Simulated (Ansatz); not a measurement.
**Se, bcc: geometry optimisation**

These are results of DFT, RPBE, plane waves (420 eV) with PAW, scalar-relativistic (Ansatz 0.2.0), not measurements. The PAW files were generated under PBE, with cores re-solved for the functional.

k-point mesh 13×13×13, Fermi-Dirac smearing 0.1 eV, no spin polarisation. Cell and atoms relax.

Starting structure:

```yaml
crystal:
  lattice:
    - [-1.7600399104, 1.7600399104, 1.7600399104]
    - [1.7600399104, -1.7600399104, 1.7600399104]
    - [1.7600399104, 1.7600399104, -1.7600399104]
  atoms:
    - { symbol: Se, position: [0.0, 0.0, 0.0] }
hamiltonian:
  xc: rpbe
  pseudopotentials:
    kind: paw
    azcp:
      Se: "pseudopotentials/Se.paw.azcp"
basis:
  ecutwfc: 420
  fft_grid_basis: typed
kpoints:
  mp_grid: { grid: [13, 13, 13], shift: [0, 0, 0] }
magnetization:
  spin_polarized: false
scf:
  occupations: { method: fermi_dirac, width: 0.1 }
relax:
  max_steps: 60
  f_tol: 0.01
  cell: {}
```

What cell does the relaxation end in?

Im-3m with a = 3.471 Å; 20.90 Å³ per atom against 21.81 at the start (-4.2 %).

How much energy does the relaxation gain?

7.6 meV per atom.

Path of the relaxation (the plane waves are chosen anew near the end, which can shift the energy a little):

```tsv
step	E − E(final) (meV/atom)	V (Å³/atom)	P (GPa)	max force (eV/Å)
0	7.58	21.809	-2.52	0.000
1	0.27	20.707	0.57	0.000
2	-0.04	20.901	-0.05	0.000
3	0.00	20.901	-0.05	0.000
```
